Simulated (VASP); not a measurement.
Si:

```xyz
2
Lattice="0.0000 2.7178 2.7178 2.7178 0.0000 2.7178 2.7178 2.7178 0.0000" Properties=species:S:1:pos:R:3 pbc="T T T"
Si    4.0768    4.0768    4.0768
Si    2.7178    2.7178    2.7178
```

Program: VASP 6.6.1. Alike in all runs: task band structure; potentials or basis VASP PAW PBE potentials, release 64 (Si); no spin polarisation; cell as given; k mesh 6 × 6 × 6; cutoff (eV) 520; smearing gaussian 0.03 eV.

Order these runs on this cell by their band gap on the k mesh, lowest first.
A. level HSE06; screening parameter 0.2 1/A
B. level PBE-EpsX; exchange at q = 0 truncated; share of exact exchange 0.0752
C. level PBE0; exchange at q = 0 truncated

B (1.08 eV), A (1.31 eV), C (1.96 eV).

Runs at the PBE level aren't shown here.
